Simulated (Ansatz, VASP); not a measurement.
## Two plane-wave programs on Sr

Contents of INCAR:

```
SYSTEM = Sr
ALGO = Fast
EDIFF = 1E-7
ENCUT = 520
GGA = PE
ISIF = 2
ISMEAR = 0
LASPH = .True.
LCHARG = .True.
LELF = .True.
LREAL = .False.
LVHAR = .True.
LWAVE = .False.
NBANDS = 17
NELM = 100
PREC = Accurate
SIGMA = 0.1
```

The input KPOINTS:

```
k-points
0
Gamma
  12 12 6
  0 0 0
```

File POSCAR:

```
Sr
1.0
    4.5149838312      0.0000000000      0.0000000000
   -2.2574919157      3.9100906954      0.0000000000
    0.0000000000      0.0000000000      7.2795480000
Sr
2
Direct
    0.3333333333      0.6666666667      0.2500000000
    0.6666666667      0.3333333333      0.7500000000
```

Input for Ansatz:

```yaml
crystal:
  lattice:
    - [4.5149838312, 0.0, 0.0]
    - [-2.2574919157, 3.9100906954, 0.0]
    - [0.0, 0.0, 7.279548]
  atoms:
    - { symbol: Sr, position: [0.3333333333, 0.6666666667, 0.25] }
    - { symbol: Sr, position: [0.6666666667, 0.3333333333, 0.75] }
basis:
  ecutwfc: 420
kpoints:
  mp_grid: { grid: [12, 12, 6] }
hamiltonian:
  xc: pbe
scf:
  occupations: { method: gaussian, width: 0.1 }
output:
  forces: true
  stress: true
  eigenvalues: true
  populations: true
```

Alike in both runs: task single point; functional PBE; k mesh 12 × 12 × 6; occupations gaussian, width 0.1 eV; no spin polarisation.

|  | VASP | Ansatz |
| --- | --- | --- |
| version | VASP 6.6.1 | Ansatz 0.2.0 |
| potentials or method | VASP PAW PBE potentials, release 64 (Sr_sv) | scalar-relativistic, plane waves, PAW |
| plane-wave cutoff (eV) | 520 | 420 |
| valence electrons in the cell | 20 | 20 |

```tsv
	VASP	Ansatz	Ansatz less VASP
gap on the k mesh at the Fermi level (eV)	none	none	-
pressure (GPa)	-1.4	-1.4	0.00
largest component of the traceless stress (GPa)	0.18	0.17	-0.001
```

A gap of «none» marks a metal or a gap that the smearing closes.
